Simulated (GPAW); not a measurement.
Runs of GPAW 26.7.0 on MoP. The structure is hexagonal, space group P-6m2 (No. 187). Conventional cell: a = 3.223 Å, b = 3.223 Å, c = 3.191 Å, α = 90.00°, β = 90.00°, γ = 120.00°. Mo (site symmetry -6m2) has 6 P at 2.45 Å as nearest neighbours. P (site symmetry -6m2) is surrounded by 6 Mo at 2.45 Å. 

| task | level | potentials or basis | U | cell | optimizer | fmax | max steps | eigensolver | band path | gap on the mesh (eV) | pressure (GPa) | relaxed volume (Å³/atom) |
| --- | --- | --- | --- | --- | --- | --- | --- | --- | --- | --- | --- | --- |
| relaxation of cell and atoms | AM05 | PAW data sets generated in the run's folder for this functional, pw | - | relaxed | FIRE | 0.02 eV/Å | 40 | - | - | none | -0.1 | 14.06 |
| relaxation of cell and atoms | BLYP+D3 | PAW data sets generated in the run's folder for this functional, pw | - | relaxed | LBFGS | 0.05 eV/Å | 60 | davidson | - | none | -0.2 | 14.63 |
| relaxation of cell and atoms | PBEsol+D4 | PAW data sets generated in the run's folder for this functional, pw | - | relaxed | FIRE | 0.02 eV/Å | 60 | - | - | none | -0.1 | 13.95 |
| band structure | PBE | GPAW PAW data sets (gpaw-data 1.2.1), other valence, pw | - | as given | - | - | - | - | GMKGALHA,LM,KH | - | (a) | - |
| relaxation of cell and atoms | OLYP | PAW data sets generated in the run's folder for this functional, pw | - | relaxed | LBFGS | 0.02 eV/Å | 60 | davidson | - | none | 0.0 | (b) |
| band structure | PBE+U | GPAW PAW data sets (gpaw-data 1.2.1), pw | Mo d U = 4 eV | as given | - | - | - | - | GMKGALHA,LM,KH | - | 2.5 | - |
| relaxation of cell and atoms | BP86+D3 | PAW data sets generated in the run's folder for this functional, pw | - | relaxed | BFGS | 0.05 eV/Å | 40 | - | - | none | 0.2 | 14.07 |

Alike in all rows: no spin polarisation; k mesh 7 × 7 × 6; cutoff (eV) 600; smearing fermi-dirac 0.05 eV.

**Question.** Fill in the values left out.

**Answer.** (a) 6.7; (b) 14.28.

Caveats: later steps reuse the first step's grids (some runs); pairwise dispersion overbinds metals, which lowers pressure and volume (some runs); U without spin polarisation on a metal has little footing (some runs); the U is typed as a test and isn't derived for this compound (some runs).

A k mesh can miss the band edges, and the runs leave out spin-orbit coupling on Mo.

A gap of «none» marks a metal or a gap under the smearing width.

The runs don't all hold the same shells in valence.
